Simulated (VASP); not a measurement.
# Si (P1) in VASP: further runs, part 2 of 2

VASP 6.6.1.

## (3) Single point, PBEsol

Input file INCAR:

```
SYSTEM = Si
ALGO     = Fast           ! electronic algorithm
EDIFF    = 1E-7           ! SCF threshold, eV
ENCUT    = 520            ! plane-wave cutoff, eV
GGA      = PS             ! functional
ISIF     = 2              ! what is computed and relaxed
ISMEAR   = -1             ! smearing method
LASPH    = .True.         ! aspherical terms in the spheres
LCHARG   = .False.        ! write CHGCAR
LREAL    = Auto         
LWAVE    = .False.        ! write WAVECAR
NBANDS   = 46             ! bands
NELM     = 80             ! most SCF steps
PREC     = Accurate       ! precision mode
SIGMA    = 0.3            ! smearing width, eV
```

Input file KPOINTS:

```
k-points
0
Gamma
  2 2 2
  0 0 0
```

Input file POSCAR:

```
Si
1.0
    0.0000000000      5.4300000000      5.4300000000
    5.4300000000      0.0000000000      5.4300000000
    5.4300000000      5.4300000000      0.0000000000
Si
16
Direct
   -0.0488581952     -0.0438489871      0.0639226519
    0.1788121547      0.2035082873     -0.0295303867
   -0.0056077348      0.0631583794      0.4670810313
    0.1380662983      0.0928545120      0.6888397790
   -0.1015469613      0.5715837937      0.0591160221
    0.1064088398      0.5832412523      0.2098710866
    0.1313351750      0.4051473297      0.5407090239
    0.0694843462      0.6549539595      0.6942173112
    0.5937476980     -0.0317955801     -0.0448710866
    0.5815009208      0.1370441989      0.1446132597
    0.5133793738     -0.1022928177      0.5220165746
    0.6439042357      0.0154511971      0.6342173112
    0.4477992634      0.5421086556     -0.0198250460
    0.5544843462      0.6280018416      0.1580386740
    0.4598066298      0.3682228361      0.6193830571
    0.6001841621      0.5589686924      0.6485635359
```

Potentials or basis: VASP PAW PBE potentials, release 64 (Si).

Command:

```bash
$ cat potpaw_PBE.64/Si/POTCAR > POTCAR
$ mpirun -np 1 vasp_std > vasp.out
```

OUTCAR:

```text
SYSTEM = Si
   EDIFF = 1E-7
   ENCUT = 520
   GGA = PS
   ISIF = 2
   ISMEAR = -1
   LASPH = .True.
   LREAL = Auto
   NELM = 80
   PREC = Accurate

 ion  position               nearest neighbor table
   1  0.951  0.956  0.064-  10 2.35   6 2.36   4 2.41   2 2.81
   2  0.179  0.204  0.970-  15 2.65   5 2.73   9 2.74   1 2.81   4 2.88   8 2.96   7 2.99   3 3.12

   3  0.994  0.063  0.467-  12 2.47   4 2.59   8 2.63   2 3.12
   4  0.138  0.093  0.689-   7 2.06   1 2.41  11 2.47   3 2.59   2 2.88
   5  0.898  0.572  0.059-  14 2.22   8 2.31   6 2.45   2 2.73   9 2.77
   6  0.106  0.583  0.210-   7 2.26  13 2.28   1 2.36   5 2.45
[... 597 lines left out ...]
  Total        2.6191264     -0.0790124      0.9417355      0.3743442     -4.3473202      0.7333158
  in kB       13.1050158     -0.3953451      4.7120514      1.8730621    -21.7521767      3.6692063
  external PRESSURE =       5.8072407 kB  Pullay stress =       0.0000000 kB

 VOLUME and BASIS-vectors are now :
 -----------------------------------------------------------------------------
  energy-cutoff  :      520.00
  volume of cell :      320.21
      direct lattice vectors                 reciprocal lattice vectors
     0.000000000  5.430000000  5.430000000    -0.092081031  0.092081031  0.092081031
     5.430000000  0.000000000  5.430000000     0.092081031 -0.092081031  0.092081031
     5.430000000  5.430000000  0.000000000     0.092081031  0.092081031 -0.092081031

 POSITION                                       TOTAL-FORCE (eV/Angst)
 -----------------------------------------------------------------------------------
      5.53900      5.51180     10.35660         0.120750      0.130288      1.095563
      6.37470      6.24060      2.07600         0.342620      0.240300     -0.355662
      2.87920      7.93580      5.74250        -0.480551      0.265127     -0.487153
      4.24460      4.49010      1.25390        -2.180122      1.534743     -3.460275
      3.42470      5.19960      7.98230        -0.891954      1.470928      0.683937
      4.30660      1.71740      3.74480        -0.015481     -1.740314     -0.205385
[... 8 lines left out ...]
      5.36270      5.86000      4.49620         0.392816     -1.629114      0.094707
      6.55690      6.78070      6.29420        -3.007541      0.857286     -0.626028
 -----------------------------------------------------------------------------------
    total drift:                                0.001378     -0.007741      0.004038

  FREE ENERGIE OF THE ION-ELECTRON SYSTEM (eV)
  ---------------------------------------------------
  free  energy   TOTEN  =       -83.3139297427 eV

  energy  without entropy=      -81.2775951574  energy(sigma->0) =      -82.29576245
```

stdout:

```text
POSCAR found type information on POSCAR Si
 POSCAR found :  1 types and      16 ions
 scaLAPACK will be used
 -----------------------------------------------------------------------------
|                                                                             |
|                                                                             |
|     You enforced a specific xc type in the INCAR file but a different       |
|     I HOPE YOU KNOW WHAT YOU ARE DOING!                                     |
|                                                                             |
 -----------------------------------------------------------------------------

 LDA part: xc-table for (Slater+PW92), standard interpolation
 POSCAR, INCAR and KPOINTS ok, starting setup
 FFT: planning ... GRIDC
 FFT: planning ... GRID_SOFT
 FFT: planning ... GRID
 WAVECAR not read
 entering main loop
```

Run time: 2.4 min. Hardware: 1 thread of AMD EPYC 9R45 (Zen 5), shared host; peak memory 0.42 GiB.

What came out:

* Free energy: -83.3139 eV
* Pressure: 0.6 GPa
* Largest force: 4.418 eV/Å
* Band gap on the k mesh: none (metal or under the smearing width)

Forces on the atoms (eV/Å):
```
Si   0.121  0.130  1.096
Si   0.343  0.240 -0.356
Si  -0.481  0.265 -0.487
Si  -2.180  1.535 -3.460
Si  -0.892  1.471  0.684
Si  -0.015 -1.740 -0.205
Si   3.107 -0.865  3.020
Si  -0.795 -0.574  0.538
Si   1.564  0.997 -1.333
Si   0.466  0.218  0.053
Si   1.381 -2.792  1.256
Si  -1.351 -0.059  1.944
Si   0.478  1.939 -0.926
Si   0.869  0.006 -1.292
Si   0.393 -1.629  0.095
Si  -3.008  0.857 -0.626
```

Levels at points of the mesh, in eV from the Fermi level:
| k point | band 29 | band 30 | band 31 | band 32 | band 33 | band 34 | band 35 | band 36 |
| --- | --- | --- | --- | --- | --- | --- | --- | --- |
| (0.00, 0.00, 0.00) | -0.68 | -0.53 | -0.15 | -0.05 | 0.06 | 0.27 | 0.51 | 0.72 |
| (0.50, 0.00, 0.00) | -1.30 | -0.94 | -0.30 | 0.00 | 0.07 | 0.36 | 0.61 | 0.94 |
| (0.00, 0.50, 0.00) | -0.83 | -0.45 | -0.24 | 0.01 | 0.20 | 0.33 | 0.80 | 0.98 |
| (0.00, 0.00, 0.50) | -1.40 | -0.96 | -0.51 | -0.22 | 0.12 | 0.42 | 0.63 | 1.06 |
| (0.50, 0.50, 0.50) | -1.14 | -0.97 | -0.45 | -0.19 | 0.23 | 0.37 | 0.70 | 0.97 |
| (0.50, 0.50, 0.00) | -1.02 | -0.90 | -0.63 | -0.17 | -0.02 | 0.64 | 1.02 | 1.13 |
| (0.00, 0.50, 0.50) | -1.13 | -0.86 | -0.40 | -0.12 | 0.12 | 0.38 | 1.00 | 1.17 |
| (0.50, 0.00, 0.50) | -1.21 | -0.94 | -0.51 | -0.46 | 0.65 | 0.69 | 0.90 | 1.38 |

Caveat: the k mesh is coarse (spacing up to 0.50 Å⁻¹), so the values aren't converged; the PAW data sets were made with another functional, which shifts forces and pressure a little.

## (4) Single point, PBEsol

Input file INCAR:

```
ALGO = Normal
EDIFF = 1E-6
ENCUT = 520
GGA = PS
ISIF = 2
ISMEAR = -1
LASPH = True
LCHARG = False
LREAL = Auto
LWAVE = False
NBANDS = 46
NELM = 60
PREC = Accurate
SIGMA = 0.3
```

Input file KPOINTS:

```
k-points
0
Gamma
  2 2 2
```

Input file POSCAR:

```
Si
1.0
    0.0000000000      5.4300000000      5.4300000000
    5.4300000000      0.0000000000      5.4300000000
    5.4300000000      5.4300000000      0.0000000000
Si
16
Direct
   -0.0118968692      0.0510865562      0.2174769797
    0.2212523020      0.2362430939     -0.1982504604
    0.0047605893      0.2668968692      0.4377808471
    0.1745948435      0.0236924494      0.6805801105
   -0.2539779006      0.7263904236      0.1917127072
    0.1495672192      0.6331399632      0.1704511971
    0.1834069982      0.5610865562      0.4890791897
    0.0020718232      0.7642633517      0.8320165746
    0.4439779006     -0.1207550645      0.0426335175
    0.5882596685      0.0959576427      0.1856261510
    0.5432044199     -0.1208471455      0.5095211786
    0.7651473297      0.0211510129      0.6243370166
    0.5608195212      0.4254051565      0.0664364641
    0.6545027624      0.3463812155      0.4152394107
    0.3392173112      0.5159023941      0.7628453039
    0.7283425414      0.5174401473      0.6974585635
```

Command:

```bash
$ cat potpaw_PBE.64/Si/POTCAR > POTCAR
$ mpirun -np 1 vasp_std > vasp.out
```

Run time: 2 min. Hardware: 1 thread of AMD EPYC 9R45 (Zen 5), shared host; peak memory 0.43 GiB.

The run converged. Its results:

```yaml
Free_energy: -81.8443 eV
Pressure: -4.6 GPa
Largest_force: 2.823 eV/Å
Band_gap_on_the_k_mesh: none (metal or under the smearing width)
```

Forces on the atoms (eV/Å):
```
Si  -0.437 -0.108  0.047
Si   0.160  0.729 -0.527
Si   0.807 -1.329  0.719
Si   0.304  1.170 -0.216
Si  -0.203 -0.160 -0.299
Si  -0.234 -0.179 -0.118
Si   0.485  0.729 -0.104
Si   0.589 -0.206  0.053
Si   0.156 -0.315  0.254
Si  -2.197 -0.318 -0.343
Si   0.635  2.107 -1.225
Si  -1.230  1.052 -1.611
Si   2.290 -0.707  1.351
Si   0.845 -2.284  1.428
Si  -1.141  0.458  0.120
Si  -0.828 -0.639  0.473
```

Stress tensor (GPa, compression positive):
```
-5.48 -0.18  1.19
-0.18 -2.99 -4.58
 1.19 -4.58 -5.25
```

Levels at points of the mesh, in eV from the Fermi level:
| k point | band 28 | band 29 | band 30 | band 31 | band 32 | band 33 | band 34 | band 35 | band 36 | band 37 |
| --- | --- | --- | --- | --- | --- | --- | --- | --- | --- | --- |
| (0.00, 0.00, 0.00) | -0.89 | -0.33 | -0.24 | -0.01 | 0.22 | 0.33 | 0.56 | 0.69 | 0.84 | 0.96 |
| (0.50, 0.00, 0.00) | -1.26 | -0.98 | -0.84 | -0.69 | -0.49 | -0.07 | 0.21 | 0.61 | 0.93 | 1.27 |
| (0.00, 0.50, 0.00) | -1.17 | -0.89 | -0.72 | -0.24 | 0.05 | 0.32 | 0.43 | 0.68 | 1.08 | 1.37 |
| (0.00, 0.00, 0.50) | -1.26 | -0.72 | -0.51 | -0.31 | -0.10 | -0.03 | 0.28 | 0.80 | 0.91 | 1.22 |
| (0.50, 0.50, 0.50) | -1.24 | -0.79 | -0.67 | -0.51 | -0.28 | 0.05 | 0.49 | 0.75 | 0.82 | 1.06 |
| (0.50, 0.50, 0.00) | -1.12 | -1.02 | -0.53 | -0.48 | -0.23 | 0.16 | 0.20 | 0.58 | 1.01 | 1.15 |
| (0.00, 0.50, 0.50) | -0.96 | -0.92 | -0.79 | -0.37 | -0.28 | 0.21 | 0.38 | 0.56 | 0.66 | 1.08 |
| (0.50, 0.00, 0.50) | -1.26 | -0.95 | -0.70 | -0.48 | -0.32 | -0.07 | 0.34 | 0.56 | 0.77 | 1.40 |

Caveat: the k mesh is coarse (spacing up to 0.50 Å⁻¹), so the values aren't converged; the PAW data sets were made with another functional, which shifts forces and pressure a little.
